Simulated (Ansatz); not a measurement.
## HfC (wurtzite structure)

The computed numbers are results of PBE, scalar-relativistic (no spin polarisation) in the plane-wave PAW code Ansatz at 420 eV, 12×12×6 k-mesh, Gaussian smearing of 0.05 eV; PAW files: Ansatz's generated set soft_2.

```
Hf C
1.0
     3.85144    0.00000    0.00000
    -1.92572    3.33545    0.00000
     0.00000    0.00000    4.64309
Hf C
2 2
Cartesian
  1.9257 1.1118 0.3092
  0.0000 2.2236 2.6307
  1.9257 1.1118 2.5937
  0.0000 2.2236 0.2721
```

The start was a prototype's sites filled with these elements, not a measured cell.

The cell above was scaled in volume, and shape and atoms were relaxed at each volume within its symmetry. Energies are counted from the cell above.

The cell is relaxed to zero pressure at this level.

```
V (Å³/atom)  ΔE (meV/atom)  P (GPa)
      14.09           28.2     11.5
      14.32           14.6      8.1
      14.61            3.5      3.8
      14.91            0.0      0.0
      15.21            3.2     -3.5
      15.51           12.6     -6.6
      15.96           37.0    -10.7
      16.40           72.1    -14.3
```

(1) What do the points give for the equilibrium volume, the bulk modulus and its pressure derivative (third-order Birch–Murnaghan)?

Answer:

(1) V0 = 14.91 Å³/atom, B0 = 182 GPa, B0′ = 3.9.

B0·V0 = 181.8 GPa × 14.91 Å³ = 16.92 eV/atom sets the scale: near the minimum ΔE ≈ ½ B0 V0 x², with x = V/V0 − 1, and a pressure of 1.8 GPa squeezes the volume by about 1 %. At the ends of the curve: x = −5.5 % predicts 25.7 meV/atom and the run gives 28.2; x = +10.0 % predicts 84.4 meV/atom and the run gives 72.1. Compression costs more and expansion less than the parabola says, since the crystal stiffens as it shrinks; B0′ measures that.

Scalar-relativistic only: spin–orbit splittings of the heavy atoms' levels are missing. The run is a metal.
